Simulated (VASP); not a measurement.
# TiC (Fm-3m) in VASP: a series of runs, part 2 of 2

VASP 6.6.1. Earlier steps stand in the parts before.

## 4. Relaxation of cell and atoms, LDA

INCAR reads:

```
  PREC = Accurate
  ENCUT = 600
  EDIFF = 1E-6
  ISMEAR = 1
  SIGMA = 0.1
  LREAL = False
  LASPH = True
  NELM = 80
  ALGO = Normal
  ISIF = 3
  LWAVE = False
  LCHARG = False
  IBRION = 2
  NSW = 90
  EDIFFG = -0.01
```

KPOINTS reads:

```
regular mesh
0
Gamma
  14 14 14
```

POSCAR reads:

```
TiC
1.0
    0.0000000000      2.1593000000      2.1593000000
    2.1593000000      0.0000000000      2.1593000000
    2.1593000000      2.1593000000      0.0000000000
Ti C
1 1
Direct
    0.0000000000      0.0000000000      0.0000000000
    0.5000000000      0.5000000000      0.5000000000
```

Potentials or basis: VASP PAW LDA potentials, release 64 (Ti_sv, C).

The run is started by

```bash
$ cat potpaw_LDA.64/Ti_sv/POTCAR potpaw_LDA.64/C/POTCAR > POTCAR
$ mpirun -np 1 vasp_std > vasp.out
```

OUTCAR:

```text
PREC = Accurate
   ENCUT = 600
   EDIFF = 1E-6
   ISMEAR = 1
   LREAL = False
   LASPH = True
   NELM = 80
   ISIF = 3
   IBRION = 2
   NSW = 90
   EDIFFG = -0.01

 ion  position               nearest neighbor table
   1  0.000  0.000  0.000-   2 2.16   2 2.16   2 2.16   2 2.16   2 2.16   2 2.16
   2  0.500  0.500  0.500-   1 2.16   1 2.16   1 2.16   1 2.16   1 2.16   1 2.16

  LATTYP: Found a face centered cubic cell.
 ALAT       =     4.3186000000

  Lattice vectors:

 A1 = (   0.0000000000,   2.1593000000,   2.1593000000)
 A2 = (   2.1593000000,   0.0000000000,   2.1593000000)
 A3 = (   2.1593000000,   2.1593000000,   0.0000000000)

Analysis of symmetry for initial positions (statically):
=====================================================================
 Subroutine PRICEL returns:
 Original cell was already a primitive cell.

 Routine SETGRP: Setting up the symmetry group for a
[... 223 lines left out ...]
      7      11.1306     -0.00000
      8      11.1306     -0.00000
      9      12.2927     -0.00000
     10      12.2927     -0.00000
     11      12.2927     -0.00000
     12      12.4021     -0.00000
[... 380 lines left out ...]
--------------------------------------- Ionic step        3  -------------------------------------------

 number of electron      16.0000003 magnetization

 Free energy of the ion-electron system (eV)
  ---------------------------------------------------
  ext. energy  EPLUGINS =         0.00000000
  ---------------------------------------------------
  free energy    TOTEN  =       -20.54052108 eV

  energy without entropy =      -20.54043571  energy(sigma->0) =      -20.54049262

 E-fermi :   9.7987     XC(G=0): -13.2184

 val. band max:        9.7829822159   @ k =   0.3571   0.2857   0.0000
 cond. band min:       9.8313187109   @ k =   0.5000   0.5000   0.0000
 fundamental gap:      0.0483364949
 Fermi energy:         9.7987209016

 k-point     1 :       0.0000    0.0000    0.0000
  band No.  band energies     occupation
      1     -45.9512      2.00000
      2     -22.3294      2.00000
      3     -22.3294      2.00000
      4     -22.3294      2.00000
      5      -2.6250      2.00000
      6      10.4413     -0.00000
      7      10.4413     -0.00000
      8      10.4413     -0.00000
      9      11.5459     -0.00000
     10      11.5459     -0.00000
     11      11.5459     -0.00000
     12      11.6082     -0.00000
[... 374 lines left out ...]
  FREE ENERGIE OF THE ION-ELECTRON SYSTEM (eV)
  ---------------------------------------------------
  free  energy   TOTEN  =       -20.5405210760 eV

  energy  without entropy=      -20.5404357061  energy(sigma->0) =      -20.54049262

 reached required accuracy - stopping structural energy minimisation
```

OSZICAR:

```text
N       E                     dE             d eps       ncg     rms          rms(c)
DAV:   1     0.126020473646E+03    0.12602E+03   -0.92171E+03  2496   0.175E+03
DAV:   2    -0.153041784256E+02   -0.14132E+03   -0.13413E+03  2620   0.403E+02
DAV:   3    -0.255571611207E+02   -0.10253E+02   -0.98170E+01  3224   0.101E+02
[... 34 lines left out ...]
DAV:   7    -0.205404624681E+02   -0.33162E-03   -0.92621E-04  3268   0.224E-01    0.579E-02
DAV:   8    -0.205405178222E+02   -0.55354E-04   -0.24173E-04  3040   0.133E-01    0.109E-02
DAV:   9    -0.205405157592E+02    0.20630E-05   -0.19111E-05  2700   0.444E-02    0.125E-02
DAV:  10    -0.205405196140E+02   -0.38548E-05   -0.42455E-06  2932   0.178E-02    0.421E-03
DAV:  11    -0.205405210505E+02   -0.14365E-05   -0.30327E-06  3128   0.112E-02    0.641E-04
DAV:  12    -0.205405210760E+02   -0.25450E-07   -0.20339E-07  1304   0.346E-03
   3 F= -.20540521E+02 E0= -.20540493E+02  d E =-.243279E-01
```

CONTCAR:

```text
TiC
   1.00000000000000
     0.0000000000000000    2.1322136933766345    2.1322136933766345
     2.1322136933766345   -0.0000000000000000    2.1322136933766345
     2.1322136933766345    2.1322136933766345   -0.0000000000000000
  Ti              C
     1     1
Direct
     0.0000000000000000    0.0000000000000000    0.0000000000000000
     0.5000000000000000    0.5000000000000000    0.5000000000000000

  0.00000000E+00  0.00000000E+00  0.00000000E+00
  0.00000000E+00  0.00000000E+00  0.00000000E+00
```

Run time: 55 s. Hardware: 1 thread of Intel Xeon Platinum 8259CL at 2.50GHz (Skylake/Cascade Lake), shared host; peak memory 0.16 GiB.

Results:

```yaml
Free_energy: -20.5405 eV
Relaxed_volume: 9.69 Å³/atom
Relaxed_cell: a = 3.015 Å, b = 3.015 Å, c = 3.015 Å, α = 60.00°, β = 60.00°, γ = 60.00°
Space_group_after_relaxing_to_0.05_Å: Fm-3m (No. 225)
Energy_gained_by_relaxing: 12.2 meV/atom
Ionic_steps: 3
Pressure_after_relaxing: -0.1 GPa
Band_gap_on_the_k_mesh: none (metal or under the smearing width)
```

Step by step:
| step | energy change (eV) | largest force (eV/Å) | pressure (GPa) | volume (Å³) |
| --- | --- | --- | --- | --- |
| 1 | 0.0000 | 0.0000 | -9.95 | 20.14 |
| 2 | 0.0258 | 0.0000 | 16.62 | 18.37 |
| 3 | -0.0243 | 0.0000 | -0.14 | 19.39 |

Final structure:
```
CELL_PARAMETERS angstrom
0.00000 2.13221 2.13221
2.13221 0.00000 2.13221
2.13221 2.13221 0.00000
ATOMIC_POSITIONS crystal
Ti 0.00000 0.00000 0.00000
C 0.50000 0.50000 0.50000
```

Levels at points of the mesh, in eV from the Fermi level:
| k point | band 5 | band 6 | band 7 | band 8 | band 9 | band 10 | band 11 | band 12 |
| --- | --- | --- | --- | --- | --- | --- | --- | --- |
| (0.00, 0.00, 0.00) | -12.42 | 0.64 | 0.64 | 0.64 | 1.75 | 1.75 | 1.75 | 1.81 |
| (0.50, 0.00, 0.00) | -8.66 | -6.04 | -3.05 | -3.05 | 3.06 | 3.06 | 4.33 | 8.54 |
| (0.50, 0.50, 0.00) | -10.11 | -3.40 | -1.82 | 0.03 | 0.03 | 2.89 | 3.70 | 3.70 |

LDA usually gives volumes a few per cent too small. Zero-point motion and thermal expansion aren't in these numbers.
